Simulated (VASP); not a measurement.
A run of VASP 6.6.1 is set up as follows.

INCAR

```
SYSTEM = ZrSe2
PREC = Accurate
ENCUT = 600
EDIFF = 1E-6
ISMEAR = 0
SIGMA = 0.03
LREAL = .False.
LASPH = .True.
NELM = 80
ALGO = Normal
ISIF = 3
LWAVE = .False.
LCHARG = .False.
GGA = PE
IVDW = 12
IBRION = 2
NSW = 90
EDIFFG = -0.01
LATTICE_CONSTRAINTS = .TRUE. .TRUE. .FALSE.
KPAR = 4
```

Contents of KPOINTS:

```
Automatic mesh
0
Gamma
  9 9 1
  0 0 0
```

POSCAR

```
ZrSe2
1.0
    3.7980000000      0.0000000000      0.0000000000
   -1.8990000000      3.2891644800      0.0000000000
    0.0000000000      0.0000000000     33.4800000000
Se Zr
6 3
Direct
    0.6666666700      0.3333333300      0.2688172000
    0.3333333300      0.6666666700      0.3612903200
    0.6666666700      0.3333333300      0.4537634400
    0.3333333300      0.6666666700      0.5462365600
    0.6666666700      0.3333333300      0.6387096800
    0.3333333300      0.6666666700      0.7311828000
    0.0000000000      0.0000000000      0.3150537600
    0.0000000000      0.0000000000      0.5000000000
    0.0000000000      0.0000000000      0.6849462400
```

Potentials or basis: VASP PAW PBE potentials, release 64 (Se, Zr_sv).

Run with:

```console
$ cat potpaw_PBE.64/Se/POTCAR potpaw_PBE.64/Zr_sv/POTCAR > POTCAR
$ mpirun -np 4 vasp_std > vasp.out
```

(1) What does it give for the relaxed cell?

(2) What does it give for the relaxed volume?

Answers

(1) a = 3.745 Å, b = 3.745 Å, c = 33.480 Å, α = 90.00°, β = 90.00°, γ = 120.00°.

(2) 45.18 Å³/atom.
